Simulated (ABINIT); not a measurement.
Runs of ABINIT 10.8.3 (patched build) on TiB2. Symmetry: P6/mmm, No. 191, hexagonal system. The conventional cell has a = 3.029 Å, b = 3.029 Å, c = 3.228 Å, α = 90.00°, β = 90.00°, γ = 120.00°. Ti (site symmetry 6/mmm) has 12 B at 2.38 Å as nearest neighbours. B (site symmetry -6m2) has 3 B at 1.75 Å as nearest neighbours. 

```csv
task,level,potentials or basis,k mesh,cutoff (eV),fine-grid cutoff,gap on the mesh (eV),pressure (GPa),V0 of scaled cells (Å³/atom),B0 (GPa)
equation of state,BP86,JTH PAW PBE v2.0,10 × 10 × 8,408,816.342 eV,-,-,(a),251
equation of state,AM05,JTH PAW PBE v2.0,10 × 10 × 8,408,816.342 eV,-,-,8.39,269
band structure,RPBE,JTH PAW PBE v2.0,10 × 10 × 8,408,816.342 eV,none,5.2,-,-
equation of state,SOGGA,JTH PAW PBE v2.0,10 × 10 × 8,408,816.342 eV,-,-,8.38,271
band structure,PBE,PseudoDojo NC SR PBE v0.5 standard,10 × 10 × 8,1143,-,none,0.2,-,-
equation of state,BLYP,JTH PAW PBE v2.0,10 × 10 × 8,408,816.342 eV,-,-,(b),238
single point,PBEsol,JTH PAW PBE v2.0,8 × 8 × 6,408,816.342 eV,none,-4.5,-,-
```

Alike in all rows: no spin polarisation; cell as given; smearing fermi-dirac 0.05 eV.

**Question.** Estimate the missing entries.

**Answer.** (a) 8.62; (b) 8.80.

Caveats: the PAW data sets were made with another functional, which shifts forces and pressure a little (some runs); the atomic spheres overlap (some runs); pressures at fixed basis lie under the slope of the energies (some runs); the cell was scaled at fixed shape and fractional positions, which overstates the stiffness of a crystal with free parameters, most of all of layers and chains (some runs).

A gap of «none» marks a metal or a gap under the smearing width.
